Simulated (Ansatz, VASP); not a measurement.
# Two plane-wave programs on GaN

```xyz
4
Lattice="3.4115 0.0000 0.0000 -1.7057 2.9544 0.0000 0.0000 0.0000 5.1053" Properties=species:S:1:pos:R:3 pbc="T T T"
Ga    1.7057    0.9848    2.5194
Ga    0.0000    1.9696    5.0720
N     1.7057    0.9848    4.5005
N     0.0000    1.9696    1.9478
```

Change from the starting cell: biaxial strain in the a-b plane, c and atoms relaxed: +6.0 %.

Alike in both runs: functional PBE; k mesh 12 × 12 × 6; occupations gaussian, width 0.02 eV; no spin polarisation.

Ansatz relaxed the structure, and its values are those at the end. VASP's run is a single point on that final structure, the one shown.

```csv
,VASP,Ansatz
version,VASP 6.6.1,Ansatz 0.2.0
potentials or method,"VASP PAW PBE potentials, release 64 (Ga_d, N)","scalar-relativistic, plane waves, PAW"
plane-wave cutoff (eV),520,420
valence electrons in the cell,36,36
```

Ansatz gave:

| Item | Value |
| --- | --- |
| gap on the k mesh at the Fermi level (eV) | 0.95 |
| least direct gap on the mesh (eV) | 0.95 |
| pressure (GPa) | -12.3 |

**Question.** Estimate VASP's values.

**Answer.** gap on the k mesh at the Fermi level (eV): 0.95; least direct gap on the mesh (eV): 0.95; pressure (GPa): -12.1.
